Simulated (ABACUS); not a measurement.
# InP (F-43m) in ABACUS: further runs

The runs below take InP through band structure, equation of state, with RPBE.

Everything below comes from runs of ABACUS 3.10.1. Logs are shortened: lines on timing, memory, paths and dates and some standing lists are left out, and cuts for length are marked.

**Measured values to compare with.**

A printed reference work, data compilation reports, for a bulk crystal of InP at 1.6 K: band gap 1.4236 eV (direct).

The runs below are set against these values where they give the same quantity.

## (1) Starting point

Symmetry: F-43m, No. 216, cubic system. The conventional cell has a = 5.861 Å, b = 5.861 Å, c = 5.861 Å, α = 90.00°, β = 90.00°, γ = 90.00°. In (site symmetry -43m) is surrounded by 4 P at 2.54 Å. P (site symmetry -43m) has 4 In at 2.54 Å as nearest neighbours.

## (2) Band structure, RPBE

File INPUT:

```
INPUT_PARAMETERS
suffix              InP
calculation         nscf
basis_type          pw
pseudo_dir          ./
symmetry            -1
dft_functional      GGA_X_RPBE+GGA_C_PBE
ecutwfc             71.0
pseudo_rcut         10
nspin               1
nbands              19
ks_solver           dav
smearing_method     fd
smearing_sigma      0.00367493
scf_thr             1e-08
scf_nmax            100
mixing_type         broyden
mixing_beta         0.7
init_chg            file
pw_diag_thr         1e-07
out_band            1
kpar                4
```

File STRU:

```
ATOMIC_SPECIES
In 114.8180 In.upf
P 30.9738 P.upf

LATTICE_CONSTANT
1.8897261246

LATTICE_VECTORS
0.0000000000 2.9305000000 2.9305000000
2.9305000000 0.0000000000 2.9305000000
2.9305000000 2.9305000000 0.0000000000

ATOMIC_POSITIONS
Direct

In
0.0
1
0.0000000000 0.0000000000 0.0000000000 1 1 1

P
0.0
1
0.7500000000 0.7500000000 0.7500000000 1 1 1
```

File KPT:

```
K_POINTS
12
Line
0.00000000 0.00000000 0.00000000 10 // G
0.50000000 0.00000000 0.50000000 10 // X
0.50000000 0.25000000 0.75000000 10 // W
0.37500000 0.37500000 0.75000000 10 // K
0.00000000 0.00000000 0.00000000 10 // G
0.50000000 0.50000000 0.50000000 10 // L
0.62500000 0.25000000 0.62500000 10 // U
0.50000000 0.25000000 0.75000000 10 // W
0.50000000 0.50000000 0.50000000 10 // L
0.37500000 0.37500000 0.75000000 1 // K
0.62500000 0.25000000 0.62500000 10 // U
0.50000000 0.00000000 0.50000000 1 // X
```

Potentials or basis: PseudoDojo NC SR 0.5 PBE standard, plane waves.

On the command line:

```
$ OMP_NUM_THREADS=1 mpirun -np 4 abacus > log
```

running log:

```text
ABACUS v3.10.1

               Atomic-orbital Based Ab-initio Computation at UStc

 ------------------------------------------------------------------------------------

 READING GENERAL INFORMATION
                           global_out_dir = OUT.InP/
                           global_in_card = INPUT
                               pseudo_dir = ./
[... 8 lines left out ...]

 READING ATOM TYPE 1
                               atom label = In
                      L=0, number of zeta = 1
                      L=1, number of zeta = 1
                      L=2, number of zeta = 1
             number of atom for this type = 1

 READING ATOM TYPE 2
                               atom label = P
                      L=0, number of zeta = 1
                      L=1, number of zeta = 1
                      L=2, number of zeta = 1
             number of atom for this type = 1

                        TOTAL ATOM NUMBER = 2
DIRECT COORDINATES
    atom                   x                   y                   z     mag                  vx                  vy                  vz
taud_In1            0.0000000000        0.0000000000        0.0000000000  0.0000        0.0000000000        0.0000000000        0.0000000000
taud_P1            0.7500000000        0.7500000000        0.7500000000  0.0000        0.0000000000        0.0000000000        0.0000000000

                          Volume (Bohr^3) = 339.666
                             Volume (A^3) = 50.3332

 Lattice vectors: (Cartesian coordinate: in unit of a_0)
                   +0             +2.9305             +2.9305
              +2.9305                  +0             +2.9305
              +2.9305             +2.9305                  +0
 Reciprocal vectors: (Cartesian coordinate: in unit of 2 pi/a_0)
            -0.170619           +0.170619           +0.170619
            +0.170619           -0.170619           +0.170619
            +0.170619           +0.170619           -0.170619
 The esolver type has been set to : ksdft_pw

                PAO radial cut off (Bohr) = 10

 Read in pseudopotential file is In.upf
                     pseudopotential type = NC
          exchange-correlation functional = PBE
                 nonlocal core correction = 1
                        valence electrons = 13
                                     lmax = 2
                           number of zeta = 3
                     number of projectors = 6
                           L of projector = 0
                           L of projector = 0
                           L of projector = 1
                           L of projector = 1
                           L of projector = 2
                           L of projector = 2
 XC functional updated to : GGA_X_RPBE+GGA_C_PBE
          exchange-correlation functional = GGA_X_RPBE+GGA_C_PBE
                PAO radial cut off (Bohr) = 10

 Read in pseudopotential file is P.upf
                     pseudopotential type = NC
          exchange-correlation functional = PBE
                 nonlocal core correction = 1
                        valence electrons = 5
                                     lmax = 2
                           number of zeta = 2
                     number of projectors = 6
                           L of projector = 0
                           L of projector = 0
                           L of projector = 1
                           L of projector = 1
                           L of projector = 2
                           L of projector = 2
 XC functional updated to : GGA_X_RPBE+GGA_C_PBE
          exchange-correlation functional = GGA_X_RPBE+GGA_C_PBE
     initial pseudo atomic orbital number = 13

 SETUP THE ELECTRONS NUMBER
            electron number of element In = 13
      total electron number of element In = 13
             electron number of element P = 5
       total electron number of element P = 5
            AUTOSET number of electrons:  = 18
                           occupied bands = 9
                                   NBANDS = 19
                                   NLOCAL = 18

%%%%%%%%%%%%%%%%%%%%%%%%%%%%%%%%%%%%%%%%%%%%%%%%%%%%%%%%%%%%%%%%%%%%%%%%%%%%%%%%%%%%%%%%%%%%%%%%%%%%%%%%%%
 Warning: the number of valence electrons in pseudopotential > 3 for In: [Kr] 4d10 5s2 5p1
 Pseudopotentials with additional electrons can yield (more) accurate outcomes, but may be less efficient.
 If you're confident that your chosen pseudopotential is appropriate, you can safely ignore this warning.
%%%%%%%%%%%%%%%%%%%%%%%%%%%%%%%%%%%%%%%%%%%%%%%%%%%%%%%%%%%%%%%%%%%%%%%%%%%%%%%%%%%%%%%%%%%%%%%%%%%%%%%%%%

 SETUP THE PLANE WAVE BASIS
 energy cutoff for charge/potential (unit:Ry) = 284
            fft grid for charge/potential = [ 45, 45, 45 ]
                        fft grid division = [ 1, 1, 1 ]
        big fft grid for charge/potential = [ 45, 45, 45 ]
                                     nbxx = 91125
                                     nrxx = 91125

 SETUP PLANE WAVES FOR CHARGE/POTENTIAL
                    number of plane waves = 27317
                         number of sticks = 1189

 PARALLEL PW FOR CHARGE/POTENTIAL
     PROC   COLUMNS(POT)             PW
        1           1189          27317
 --------------- sum -------------------
        1           1189          27317
                            number of |g| = 296
                                  max |g| = 25.5012
                                  min |g| = 0

----------- Double Check Mixing Parameters Begin ------------
mixing_type: broyden
mixing_beta: 0.7
mixing_gg0: 1
mixing_gg0_min: 0.1
mixing_ndim: 8
----------- Double Check Mixing Parameters End ------------

 SETUP K-POINTS
                                    nspin = 1
                                   nkstot = 102
K-POINTS DIRECT COORDINATES
 KPOINTS    DIRECT_X    DIRECT_Y    DIRECT_Z  WEIGHT
       1  0.00000000  0.00000000  0.00000000  1.0000
       2  0.05000000  0.00000000  0.05000000  1.0000
       3  0.10000000  0.00000000  0.10000000  1.0000
       4  0.15000000  0.00000000  0.15000000  1.0000
       5  0.20000000  0.00000000  0.20000000  1.0000
       6  0.25000000  0.00000000  0.25000000  1.0000
[... 22 lines left out ...]
      29  0.40000000  0.35000000  0.75000000  1.0000
      30  0.38750000  0.36250000  0.75000000  1.0000
[... 72 further k points ...]

           k-point number in this process = 26
       minimum distributed K point number = 25

[... K-POINTS CARTESIAN COORDINATES: 26 rows ...]

[... K-POINTS DIRECT COORDINATES: 26 rows ...]

 SETUP PLANE WAVES FOR WAVE FUNCTIONS
     energy cutoff for wavefunc (unit:Ry) = 71
              fft grid for wave functions = [ 45, 45, 45 ]
                    number of plane waves = 4279
                         number of sticks = 349

 PARALLEL PW FOR WAVE FUNCTIONS
     PROC   COLUMNS(POT)             PW
        1            349           4279
 --------------- sum -------------------
        1            349           4279

 SETUP NONLOCAL PSEUDOPOTENTIALS IN PLANE WAVE BASIS
 In non-local projectors:
 projector 1 L=0
 projector 2 L=0
 projector 3 L=1
 projector 4 L=1
 projector 5 L=2
 projector 6 L=2
 P non-local projectors:
 projector 1 L=0
 projector 2 L=0
 projector 3 L=1
 projector 4 L=1
 projector 5 L=2
 projector 6 L=2
      TOTAL NUMBER OF NONLOCAL PROJECTORS = 36

 Init Non-Local PseudoPotential table :
 Init Non-Local-Pseudopotential done.

                                     npwx = 3479

 Make real space PAO into reciprocal space.
       max mesh points in Pseudopotential = 1001
     dq(describe PAO in reciprocal space) = 0.01
                                    max q = 1015

 number of pseudo atomic orbitals for In is 3
WARNING: norm of atomic wavefunction # 2 of atomic type In is 0.999992, renormalized
WARNING: norm of atomic wavefunction # 3 of atomic type In is 0.998067, renormalized

 number of pseudo atomic orbitals for P is 2
WARNING: norm of atomic wavefunction # 2 of atomic type P is 0.999977, renormalized

 -------------------------------------------
 NONSELF-CONSISTENT
 -------------------------------------------
                                 init_chg = file
 try to read charge from file
 Read in the charge density: OUT.InP//InP-CHARGE-DENSITY.restart

 PW ALGORITHM --------------- ION=   1  ELEC=   1--------------------------------
 k(1/102) Iter steps (avg)=12 threshold=1e-07
 k(2/102) Iter steps (avg)=13 threshold=1e-07
 k(3/102) Iter steps (avg)=12 threshold=1e-07
 k(4/102) Iter steps (avg)=12 threshold=1e-07
 k(5/102) Iter steps (avg)=13 threshold=1e-07
 k(6/102) Iter steps (avg)=15 threshold=1e-07
 k(7/102) Iter steps (avg)=17 threshold=1e-07
 k(8/102) Iter steps (avg)=16 threshold=1e-07
 k(9/102) Iter steps (avg)=18 threshold=1e-07
 k(10/102) Iter steps (avg)=16 threshold=1e-07
[... 6 lines left out ...]
 k(17/102) Iter steps (avg)=15 threshold=1e-07
 k(18/102) Iter steps (avg)=16 threshold=1e-07
 k(19/102) Iter steps (avg)=16 threshold=1e-07
 k(20/102) Iter steps (avg)=16 threshold=1e-07
 k(21/102) Iter steps (avg)=16 threshold=1e-07
 k(22/102) Iter steps (avg)=15 threshold=1e-07
 k(23/102) Iter steps (avg)=17 threshold=1e-07
 k(24/102) Iter steps (avg)=17 threshold=1e-07
 k(25/102) Iter steps (avg)=16 threshold=1e-07
 k(26/102) Iter steps (avg)=16 threshold=1e-07
[... levels at 26 k points of this process ...]

 Density error is 0.00000000000
                          Error Threshold = 1.00000000000e-07
----------------------------------------------------------
     Energy           Rydberg                 eV
----------------------------------------------------------
 E_KohnSham     -146.9045161690      -1998.7384818313
 E_KS(sigma->0) -146.9045155056      -1998.7384728055
 E_Harris       -146.9045161690      -1998.7384818313
 E_band         -3.5753959466        -48.6457574795
 E_one_elec     -49.7294760426       -676.6042327338
 E_Hartree      36.9164266883        502.2737527599
 E_xc           -44.3710612899       -603.6992598503
 E_Ewald        -89.7204041980       -1220.7087239554
 E_entropy(-TS) -0.0000013268        -0.0000180516
 E_descf        0.0000000000         0.0000000000
 E_exx          0.0000000000         0.0000000000
 E_Fermi        0.5639841496         7.6733980163
----------------------------------------------------------

 charge density convergence is achieved
 final etot is -1998.7384818 eV
 EFERMI = 7.6733980163 eV

 STATE ENERGY(eV) AND OCCUPATIONS    NSPIN == 1
 1/26 kpoint (Cartesian) = 0.0000 0.0000 0.0000 (3479 pws)
       1       -7.02721      0.0196078
       2       -7.02721      0.0196078
       3       -7.02721      0.0196078
       4       -6.88069      0.0196078
       5       -6.88069      0.0196078
       6       -4.25930      0.0196078
[... 11 lines left out ...]
      18        18.6049        0.00000
      19        18.6049        0.00000

 2/26 kpoint (Cartesian) = 0.0000 0.017062 0.0000 (3463 pws)
       1       -7.03271      0.0196078
       2       -7.02481      0.0196078
       3       -7.02481      0.0196078
       4       -6.88159      0.0196078
       5       -6.87985      0.0196078
       6       -4.22117      0.0196078
[... 11 lines left out ...]
      18        18.6884        0.00000
      19        18.8520        0.00000

 3/26 kpoint (Cartesian) = 0.0000 0.034124 0.0000 (3435 pws)
       1       -7.04817      0.0196078
       2       -7.01782      0.0196078
       3       -7.01782      0.0196078
       4       -6.88439      0.0196078
       5       -6.87741      0.0196078
       6       -4.10812      0.0196078
[... 11 lines left out ...]
      18        18.9380        0.00000
      19        19.2581        0.00000

 4/26 kpoint (Cartesian) = 0.0000 0.051186 0.0000 (3459 pws)
       1       -7.07104      0.0196078
       2       -7.00684      0.0196078
       3       -7.00684      0.0196078
       4       -6.88911      0.0196078
       5       -6.87361      0.0196078
       6       -3.92400      0.0196078
[... 11 lines left out ...]
      18        19.3512        0.00000
      19        19.6691        0.00000

 5/26 kpoint (Cartesian) = 0.0000 0.068248 0.0000 (3451 pws)
       1       -7.09808      0.0196078
       2       -6.99284      0.0196078
       3       -6.99284      0.0196078
       4       -6.89555      0.0196078
       5       -6.86881      0.0196078
       6       -3.67501      0.0196078
[... 11 lines left out ...]
      18        19.9214        0.00000
      19        20.1495        0.00000

 6/26 kpoint (Cartesian) = 0.0000 0.085310 0.0000 (3479 pws)
       1       -7.12618      0.0196078
       2       -6.97712      0.0196078
       3       -6.97712      0.0196078
       4       -6.90314      0.0196078
       5       -6.86350      0.0196078
       6       -3.37003      0.0196078
[... 11 lines left out ...]
      18        20.6325        0.00000
      19        20.7871        0.00000

[... levels at 20 further k points ...]

 --------------------------------------------
 !FINAL_ETOT_IS -1998.738481831304 eV
 --------------------------------------------

 Output bands in file: OUT.InP/BANDS_1.dat
```

It took 5.1 s on 4 MPI ranks of AMD EPYC 9R45 (Zen 5), shared host; peak memory 0.4 GiB.

What came out:

```yaml
Band_gap_along_the_path: 0.84 eV, direct
```

Levels at the corners of the path, in eV from the Fermi level:
```
point  band 7  band 8  band 9  band 10  band 11  band 12
    Γ   -0.45   -0.45   -0.45     0.39     3.72     3.72
    X   -6.13   -2.74   -2.74     1.45     1.93     8.93
    W   -5.98   -3.35   -3.31     3.94     3.99     5.22
    K   -5.98   -3.70   -2.36     2.03     4.03     7.13
    Γ   -0.45   -0.45   -0.45     0.39     3.72     3.72
    L   -6.11   -1.40   -1.40     1.17     4.43     4.43
    U   -5.98   -3.70   -2.36     2.03     4.03     7.13
    W   -5.98   -3.35   -3.31     3.94     3.99     5.22
    L   -6.11   -1.40   -1.40     1.17     4.43     4.43
    K   -5.98   -3.70   -2.36     2.03     4.03     7.13
    U   -5.98   -3.70   -2.36     2.03     4.03     7.13
    X   -6.13   -2.74   -2.74     1.45     1.93     8.93
```

Caveat: the density is read from an earlier self-consistent run, whose mesh may be coarse; spin-orbit coupling is left out, which moves the levels of the heavy elements.

(Part 1 of 2 ends here.)
